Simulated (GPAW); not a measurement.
# Ir (Fm-3m) in GPAW: single point with PBE

Aim: the single point of Ir with PBE.

All numbers are computed with GPAW 26.7.0; they aren't measurements. Logs are shortened: lines on timing, memory, paths and dates and some standing lists are left out, and cuts for length are marked. The log counts tension as positive stress, the text compression.

## (1) The crystal as given

The structure is cubic, space group Fm-3m (No. 225). The conventional cell has a = 3.831 Å, b = 3.831 Å, c = 3.831 Å, α = 90.00°, β = 90.00°, γ = 90.00°. Ir (site symmetry m-3m) has 12 Ir at 2.71 Å as nearest neighbours.

## (2) Single point, PBE

Input file run.py:

```python
from ase.dft.bandgap import bandgap
from ase.io import read, write
from ase.units import GPa
from gpaw import GPAW, PW

atoms = read('Ir.xyz')

calc = GPAW(mode=PW(500),
            xc='PBE',
            kpts={'size': (10, 10, 10), 'gamma': True},
            occupations={'name': 'fermi-dirac', 'width': 0.05},
            nbands=16,
            maxiter=120,
            txt='gpaw.txt')
atoms.calc = calc
energy = atoms.get_potential_energy()
forces = atoms.get_forces()
stress = atoms.get_stress()
calc.write('gs.gpw')
write('result.traj', atoms)
print(f'Energy: {energy:.6f} eV')
print('Forces (eV/A):')
print(forces.round(4))
print('Stress (GPa):', (stress / GPa).round(3))
print('Fermi level:', round(calc.get_fermi_level(), 4), 'eV')
print(f'Gap: {bandgap(calc)[0]:.4f} eV, direct: {bandgap(calc, direct=True)[0]:.4f} eV')
```

Input file Ir.xyz:

```xyz
1
Lattice="0.0000000000 1.9156000000 1.9156000000 1.9156000000 0.0000000000 1.9156000000 1.9156000000 1.9156000000 0.0000000000" Properties=species:S:1:pos:R:3 pbc="T T T"
Ir     0.0000000000      0.0000000000      0.0000000000
```

Potentials or basis: GPAW PAW data sets (gpaw-data 1.2.1), pw.

Started as:

```bash
> OMP_NUM_THREADS=1 python run.py
```

gpaw.txt:

```text
__  _  _
 | _ |_)|_||  |
 |__||  | ||/\| - 26.7.0

Input parameters:
  mode=PW(ecut=500.0),
  kpts=MonkhorstPack(size=(10, 10, 10), gamma=True),
  maxiter=120,
  nbands=16,
  occupations=Occupations(name='fermi-dirac', width=0.05),
  xc=XC(name='PBE')

Diagonalizing LCAO Hamiltonian
Converting LCAO to pw mode

       Ir

Atoms  # Å, Bohr magnetons
|   | symbol |        x |        y |        z |    initial magnetic moments |
|---|--------|----------|----------|----------|-----------------------------|
| 0 |     Ir | 0.000000 | 0.000000 | 0.000000 | ( 0.0000,  0.0000,  0.0000) |

Unit cell  # Å
| periodic |        x |        y |        z |  lengths |    angles |
|----------|----------|----------|----------|----------|-----------|
|      yes | 0.000000 | 1.915600 | 1.915600 | 2.709068 | 60.000000 |
|      yes | 1.915600 | 0.000000 | 1.915600 | 2.709068 | 60.000000 |
|      yes | 1.915600 | 1.915600 | 0.000000 | 2.709068 | 60.000000 |

Number of symmetries: 48
Symmetry operations  # r_c * U_cc + t_c -> r_c
|    | kind |            matrix            |
|----|------|------------------------------|
|  0 |  σ   |  1, 0, 0,  1, 0,-1,  1,-1, 0 |
|  1 |  C2  |  1, 0, 0,  1,-1, 0,  1, 0,-1 |
|  2 |  E   |  1, 0, 0,  0, 1, 0,  0, 0, 1 |
|  3 |  σ   |  1, 0, 0,  0, 0, 1,  0, 1, 0 |
|  4 |  C4  |  1, 0,-1,  1, 0, 0,  1,-1, 0 |
|  5 |  S6  |  1, 0,-1,  1,-1, 0,  1, 0, 0 |
|  6 |  σ   |  1, 0,-1,  0, 1,-1,  0, 0,-1 |
|  7 |  C3  |  1, 0,-1,  0, 0,-1,  0, 1,-1 |
|  8 |  S6  |  1,-1, 0,  1, 0, 0,  1, 0,-1 |
|  9 |  C4  |  1,-1, 0,  1, 0,-1,  1, 0, 0 |
| 10 |  C3  |  1,-1, 0,  0,-1, 1,  0,-1, 0 |
| 11 |  σ   |  1,-1, 0,  0,-1, 0,  0,-1, 1 |
| 12 |  σ   |  0, 1, 0,  1, 0, 0,  0, 0, 1 |
| 13 |  C4  |  0, 1, 0,  0, 1,-1, -1, 1, 0 |
| 14 |  C3  |  0, 1, 0,  0, 0, 1,  1, 0, 0 |
| 15 |  S6  |  0, 1, 0, -1, 1, 0,  0, 1,-1 |
| 16 |  C2  |  0, 1,-1,  1, 0,-1,  0, 0,-1 |
| 17 |  σ   |  0, 1,-1,  0, 1, 0, -1, 1, 0 |
| 18 |  S4  |  0, 1,-1,  0, 0,-1,  1, 0,-1 |
| 19 |  C4  |  0, 1,-1, -1, 1, 0,  0, 1, 0 |
| 20 |  C3  |  0, 0, 1,  1, 0, 0,  0, 1, 0 |
| 21 |  σ   |  0, 0, 1,  0, 1, 0,  1, 0, 0 |
| 22 |  S6  |  0, 0, 1,  0,-1, 1, -1, 0, 1 |
| 23 |  C4  |  0, 0, 1, -1, 0, 1,  0,-1, 1 |
| 24 |  S4  |  0, 0,-1,  1, 0,-1,  0, 1,-1 |
| 25 |  C3  |  0, 0,-1,  0, 1,-1,  1, 0,-1 |
| 26 |  C2  |  0, 0,-1,  0,-1, 0, -1, 0, 0 |
| 27 |  S6  |  0, 0,-1, -1, 0, 0,  0,-1, 0 |
| 28 |  S4  |  0,-1, 1,  1,-1, 0,  0,-1, 0 |
| 29 |  C4  |  0,-1, 1,  0, 0, 1, -1, 0, 1 |
| 30 |  C2  |  0,-1, 1,  0,-1, 0,  1,-1, 0 |
| 31 |  σ   |  0,-1, 1, -1, 0, 1,  0, 0, 1 |
| 32 |  C3  |  0,-1, 0,  1,-1, 0,  0,-1, 1 |
| 33 |  S6  |  0,-1, 0,  0, 0,-1, -1, 0, 0 |
| 34 |  S4  |  0,-1, 0,  0,-1, 1,  1,-1, 0 |
| 35 |  C2  |  0,-1, 0, -1, 0, 0,  0, 0,-1 |
| 36 |  C2  | -1, 1, 0,  0, 1, 0,  0, 1,-1 |
| 37 |  S6  | -1, 1, 0,  0, 1,-1,  0, 1, 0 |
| 38 |  S4  | -1, 1, 0, -1, 0, 1, -1, 0, 0 |
| 39 |  C3  | -1, 1, 0, -1, 0, 0, -1, 0, 1 |
| 40 |  S6  | -1, 0, 1,  0, 0, 1,  0,-1, 1 |
| 41 |  C2  | -1, 0, 1,  0,-1, 1,  0, 0, 1 |
| 42 |  C3  | -1, 0, 1, -1, 1, 0, -1, 0, 0 |
| 43 |  S4  | -1, 0, 1, -1, 0, 0, -1, 1, 0 |
| 44 |  C2  | -1, 0, 0,  0, 0,-1,  0,-1, 0 |
| 45 |  i   | -1, 0, 0,  0,-1, 0,  0, 0,-1 |
| 46 |  σ   | -1, 0, 0, -1, 1, 0, -1, 0, 1 |
| 47 |  C2  | -1, 0, 0, -1, 0, 1, -1, 1, 0 |

BZ-sampling:
  Number of BZ points: 1000
  Number of IBZ points: 47

  Monkhorst-Pack size: [10, 10, 10]
  Monkhorst-Pack shift: [0.05, 0.05, 0.05]

K-points  # in reciprocal-cell coordinates
|     |                                coordinates |     weight |
|-----|--------------------------------------------|------------|
|   0 | (  0.00000000,   0.00000000,   0.00000000) | 0.00100000 |
|   1 | (  0.10000000,   0.10000000,   0.00000000) | 0.00600000 |
|   2 | (  0.10000000,   0.10000000,   0.10000000) | 0.00800000 |
|   3 | (  0.20000000,   0.10000000,   0.10000000) | 0.01200000 |
|   4 | (  0.20000000,   0.20000000,   0.00000000) | 0.00600000 |
|   5 | (  0.20000000,   0.20000000,   0.10000000) | 0.02400000 |
|   6 | (  0.20000000,   0.20000000,   0.20000000) | 0.00800000 |
|   7 | (  0.30000000,   0.20000000,   0.10000000) | 0.02400000 |
|   8 | (  0.30000000,   0.20000000,   0.20000000) | 0.02400000 |
|   9 | (  0.30000000,   0.30000000,   0.00000000) | 0.00600000 |
| ... |                                            |            |
|  46 | (  0.50000000,   0.50000000,   0.50000000) | 0.00400000 |

Plane wave coefficients: 368
Cutoff: 500.0 eV

Spin-components: 1 (collinear spins)
Bands:           16
Projectors:      6
Spin-degeneracy: 2
Datatype:        complex128

Parallelization:
  kpt:    1
  domain: 1
  band:   1

Density:
  Valence electrons: 15.0
  Components: 1
  Grid points: [14 14 14]
  Charge: 0.0  # |e|

Potential:
  Grid points: [14 14 14]

species:
  Ir:
    name:    Iridium
    Z:       77.0
    valence: 15
    core:    62
    charge:  0.0  # [|e|]
    compensation charges:
      type: gauss
      rc: 0.40  # [Å]
      lmax: 2
    cutoffs:
      filter: 2.40  # [Å]
      core: 2.36  # [Å]
    projectors
    | kind |    occ | energy [eV] | rcut [Å] |
    |------|--------|-------------|----------|
    |   6s |  2.000 |      -6.307 |    1.296 |
    |   5p |  6.000 |     -54.741 |    1.328 |
    |   6p |  0.000 |      -1.224 |    1.328 |
    |   5d |  7.000 |      -7.169 |    1.286 |
    |    s |        |      20.905 |    1.296 |
    |    d |        |      20.043 |    1.286 |

    Using partial waves for Ir as LCAO basis

Reference energy: -484484.849336  # eV

eigensolver:
  PPCG
  Converge bands: occupied
  niter=2

density mixing:
  MSR1-Mixer
  Pratt-step length: 0.05
  Maximum mixing coefficient: 0.75
  Old densities: 10
  SVD Regularization: 0.005
  Good broyden scale: 1.0
  Trust region scale: 1.0
  Backstep threshold: 4.0
  History deletion threshold: 6.0
  Fourier metric: weight=20.0, sigma=0.015

occupation numbers:
  Fermi-Dirac:
    width: 0.0500  # eV

poisson solver:
  ecut: 4000.0  # eV

xc functional:
  name: PBE with 2 nearest neighbor stencil

convergence criteria:
- Maximum [total energy] change in last 3 cyles: 0.0005 eV / valence electron
- Maximum integral of absolute [dens]ity change: 0.0001 electrons / valence electron
- Maximum integral of absolute [eigenst]ate change: 4e-08 eV^2 / valence electron
maximum number of iterations: 120

SCF iterations
|iter     | |      energy | eigst |  dens |
|---------|-|-------------|-------|-------|
|iter:   1| |   -9.435008 | +0.04 |       |
|iter:   2| |   -9.419368 | -2.94 | -1.46 |
|iter:   3| |   -9.369234 | -2.57 | -1.50 |
|iter:   4| |   -9.377577 | -3.40 | -2.13 |
|iter:   5| |   -9.381462 | -3.26 | -2.41 |
|iter:   6| |   -9.381475c| -5.25 | -3.66 |
|iter:   7| |   -9.381478c| -6.12 | -3.94 |
|iter:   8| |   -9.381478c| -7.88c| -4.97c|

Converged in 8 steps
Energy contributions relative to reference atoms: (reference = -484484.849336)

Energy contributions:
  Kinetic:           7.332048
  Coulomb:          -6.613562
  Zero:             -0.222082
  External:          0.000000
  Xc:               -9.873502
  Entropy:          -0.008761
  Spinorbit:         0.000000
  ----------------------------
  Free energy:      -9.385858
  Extrapolated:     -9.381478

dipole moment: (-13.908470, -13.908470, -13.908470)  # |e|*Ang

Fermi level: 15.145
Eigenvalues  # (at kpt = [0.000, 0.000, 0.000])
| band index |      eig [eV] | occ [0-2] |
|------------|---------------|-----------|
|          0 |       -34.381 |     2.000 |
|          1 |       -34.381 |     2.000 |
|          2 |       -34.381 |     2.000 |
|          3 |         3.948 |     2.000 |
|          4 |        11.161 |     2.000 |
|          5 |        11.161 |     2.000 |
[... 8 lines left out ...]
|         14 |        49.000 |     0.000 |
|         15 |        49.000 |     0.000 |

No gap
No difference between direct/indirect transitions

Forces  # eV/Ang
|        x |       y |       z |
|----------|---------|---------|
| -0.00000 | 0.00000 | 0.00000 |  # Ir   0

Stress tensor  # eV/Ang^3
|         x |         y |         z |
|-----------|-----------|-----------|
| -0.061641 | -0.000000 |  0.000000 |
| -0.000000 | -0.061641 | -0.000000 |
|  0.000000 | -0.000000 | -0.061641 |

# Writing to gs.gpw (mode='')
```

stdout:

```text
Energy: -9.381478 eV
Forces (eV/A):
[[-0.  0.  0.]]
Stress (GPa): [-9.876 -9.876 -9.876 -0.     0.    -0.   ]
Fermi level: 15.145 eV
Gap: 0.0000 eV, direct: 0.0000 eV
```

Run time: 5 s. Hardware: 1 thread of Arm Neoverse V2, shared host; peak memory 0.13 GiB.

What came out:

```yaml
Free_energy: -9.3859 eV
Pressure: 9.9 GPa
Band_gap_on_the_k_mesh: none (metal or under the smearing width)
```

Levels at points of the mesh, in eV from the Fermi level:
| k point | band 3 | band 4 | band 5 | band 6 | band 7 | band 8 | band 9 | band 10 | band 11 | band 12 |
| --- | --- | --- | --- | --- | --- | --- | --- | --- | --- | --- |
| (0.00, 0.00, 0.00) | -49.53 | -11.20 | -3.98 | -3.98 | -3.98 | -1.27 | -1.27 | 13.88 | 19.56 | 19.56 |
| (0.50, 0.50, 0.00) | -49.82 | -8.03 | -7.45 | 0.81 | 1.43 | 1.43 | 1.62 | 10.61 | 11.54 | 11.54 |
| (0.50, 0.50, 0.50) | -49.64 | -8.19 | -4.09 | -4.09 | -0.86 | 0.84 | 0.84 | 7.32 | 13.46 | 19.56 |

Caveat: the cutoff is short for stress and forces, so pressures can be off by a GPa or more. The run has no spin-orbit coupling, so splittings on Ir are missing.
